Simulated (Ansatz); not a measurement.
The system is SiO2.

```
CELL_PARAMETERS angstrom
0.00000 4.71626 7.36278
2.35958 0.00000 7.36278
2.35958 4.71626 0.00000
ATOMIC_POSITIONS crystal
Si 0.93677 0.93677 0.56323
Si 0.68677 0.68677 0.31323
Si 0.31323 0.31323 0.68677
Si 0.56323 0.56323 0.93677
O 0.06344 0.43656 0.06344
O 0.43656 0.06344 0.43656
O 0.81344 0.18656 0.81344
O 0.18656 0.81344 0.18656
O 0.12500 0.62500 0.62500
O 0.62500 0.62500 0.62500
O 0.62500 0.62500 0.12500
O 0.62500 0.12500 0.62500
```

The cell comes from a database or a generator and needn't be the stable form of this composition.

- Program: Ansatz 0.2.0
- Task: single point
- Functional: PBE
- Potentials or basis: all-electron LAPW, scalar-relativistic
- Cutoff: 562 eV (chosen from the basis error)
- Basis error allowed: 0.001 eV/atom
- k mesh: 7 × 7 × 7
- Occupations: fermi-dirac, width 0.05 eV
- Spin: no spin polarisation

On this cell: pressure 5.0 GPa; largest force 0.366 eV/Å; band gap on the k mesh 5.78 eV, direct.

The same run follows on a disturbed copy (atoms moved at random, drawn with an rms of 0.05 Å):

```
Si O
1.0
     0.00000    4.71626    7.36278
     2.35958    0.00000    7.36278
     2.35958    4.71626    0.00000
Si O
4 8
Cartesian
  3.5820 7.0487 13.8012
  2.3304 4.6869 10.0950
  2.3407 4.7284 4.6648
  3.5666 7.0599 8.2913
  1.2139 0.6068 3.7136
  1.1400 4.1089 3.6607
  2.3773 7.6717 7.2953
  2.3822 1.7257 7.2892
  3.0019 3.5394 5.5239
  2.9539 5.9326 9.1700
  1.7491 3.5621 9.2120
  1.7517 5.9298 5.5303
```

Q: What does the disturbed cell give?

A: The energy moves by +45.6 meV/atom; pressure 5.5 GPa; largest force 3.227 eV/Å; band gap on the k mesh 5.59 eV, direct.

Forces on the atoms (eV/Å):
```
Si  -1.729  2.184 -0.216
Si   1.089  2.889  0.937
Si   0.458 -0.864 -1.887
Si   0.308  1.057 -2.068
O   -1.239  0.155  0.373
O    1.852  0.060  1.275
O    2.224  0.608  1.965
O   -1.600 -0.029  1.841
O   -0.567  0.432 -0.144
O   -1.059 -2.192  1.549
O   -0.847 -1.925 -1.849
O    1.109 -2.376 -1.778
```

Stress tensor (GPa, compression positive):
```
 3.78  0.39 -0.05
 0.39  7.41  3.14
-0.05  3.14  5.34
```

Caveats: an odd mesh through Γ misses points on the zone boundary, where band edges often lie.
